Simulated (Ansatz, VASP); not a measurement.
Two plane-wave programs on Rh

```
CELL_PARAMETERS angstrom
4.53443 0.00000 0.00000
-2.26722 3.92693 0.00000
0.00000 0.00000 2.78364
ATOMIC_POSITIONS crystal
Rh 0.00000 0.00000 0.00000
Rh 0.33333 0.66667 0.50000
Rh 0.66667 0.33333 0.50000
```

Alike in both runs: task single point; functional RPBE; k mesh 9 × 9 × 13; occupations fermi-dirac, width 0.1 eV; no spin polarisation.

```csv
,VASP,Ansatz
version,VASP 6.6.1,Ansatz 0.2.0
potentials or method,"VASP PAW PBE potentials, release 64 (Rh_pv)","plane waves (420 eV) with PAW, scalar-relativistic"
plane-wave cutoff (eV),520,420
valence electrons in the cell,45,51
```

```tsv
	VASP	Ansatz	Ansatz less VASP
pressure (GPa)	-18.3	-18.4	-0.07
largest component of the traceless stress (GPa)	0.53	0.57	+0.039
```

The two sets of potentials don't hold the same shells in valence.

Caveats: so large a pressure means that the cell lies far from this level's equilibrium, or that cutoff or potentials fall short (VASP); the potentials were made for another functional, which shifts forces and pressure (VASP).
